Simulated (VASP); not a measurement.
A run of VASP 6.6.1:

Contents of INCAR:

```
SYSTEM = Si2Ge
PREC = Normal
ENCUT = 520
EDIFF = 1E-4
ISMEAR = 0
SIGMA = 0.15
LREAL = .False.
LASPH = .True.
NELM = 60
ALGO = Fast
ISIF = 3
LWAVE = .False.
LCHARG = .False.
GGA = PE
IBRION = 2
NSW = 24
EDIFFG = -0.08
```

KPOINTS

```
regular mesh
0
Gamma
  4 4 4
  0 0 0
```

Contents of POSCAR:

```
Si2Ge
1.0
    4.9472023600      0.0000000000      0.0000000000
    0.0000000000      4.9472023600      0.0000000000
    0.0000000000      0.0000000000      4.3769046300
Si Ge
4 2
Direct
    0.6846354300      0.6846354300      0.5000000000
    0.3153645700      0.3153645700      0.5000000000
    0.3153645700      0.6846354300      0.5000000000
    0.6846354300      0.3153645700      0.5000000000
    0.0000000000      0.0000000000      0.7408699600
    0.0000000000      0.0000000000      0.2591300400
```

Potentials or basis: VASP PAW PBE potentials, release 64 (Si, Ge_d).

Command:

```console
$ cat potpaw_PBE.64/Si/POTCAR potpaw_PBE.64/Ge_d/POTCAR > POTCAR
$ mpirun -np 1 vasp_std > vasp.out
```

Hardware: 1 thread of Intel(R) Xeon(R) Platinum 8559C (Emerald Rapids), with other jobs on the host.

Question: How long does it take, and how much memory?

Answer: Wall time 4.3 min on 1 thread of Intel(R) Xeon(R) Platinum 8559C (Emerald Rapids), on a shared host, peak memory 0.18 GiB. Counts: scf iterations 170, k points 18, ion steps 22.
